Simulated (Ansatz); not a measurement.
**A strain series on LiF (zincblende): uniaxial along z, other directions held**

LiF built on the zincblende prototype, relaxed with r2SCAN in the plane-wave code Ansatz, then strained (uniaxial along z, other directions held; changes of length per length, axes as in the cell below) with the atoms relaxed again within the symmetry that is left. It is cubic, F-43m (No. 216); conventional cell a = 4.289 Å, 9.86 Å³ an atom. Li has 4 F at 1.86 Å; F has 4 Li at 1.86 Å. The cell comes from a prototype generator: it can be a known phase or a hypothetical one. Spin polarisation is off.

```
Li F
1.0
     0.00000    2.14461    2.14461
     2.14461    0.00000    2.14461
     2.14461    2.14461    0.00000
Li F
1 1
Direct
  0.00000 0.00000 0.00000
  0.25000 0.25000 0.25000
```

Gaps are the least over each mesh (PBE 10×10×10, r2SCAN 10×10×10, HSE06 8×8×8 when unstrained) and the special points, which keep their unstrained names; stress is the change from the unstrained cell, compression positive.

| strain (%) | gap, PBE (eV) | gap, r2SCAN (eV) | gap, HSE06 (eV) | edges, HSE06 | stress along the strain, r2SCAN (GPa) | energy rise, r2SCAN (meV/atom) |
| --- | --- | --- | --- | --- | --- | --- |
| -4.87 | 8.160 | 8.906 | 10.365 | Γ | +3.56 | 5.4 |
| -1.05 | 7.976 | 8.713 | 10.163 | Γ | +0.75 | 0.3 |
| -0.31 | 7.944 | 8.677 | 10.126 | Γ | +0.22 | 0.0 |
| 0.0 | 7.930 | 8.663 | 10.111 | Γ | 0.00 | 0.0 |

The meshes of the hybrids are coarse, so their gaps aren't converged to the digits shown.
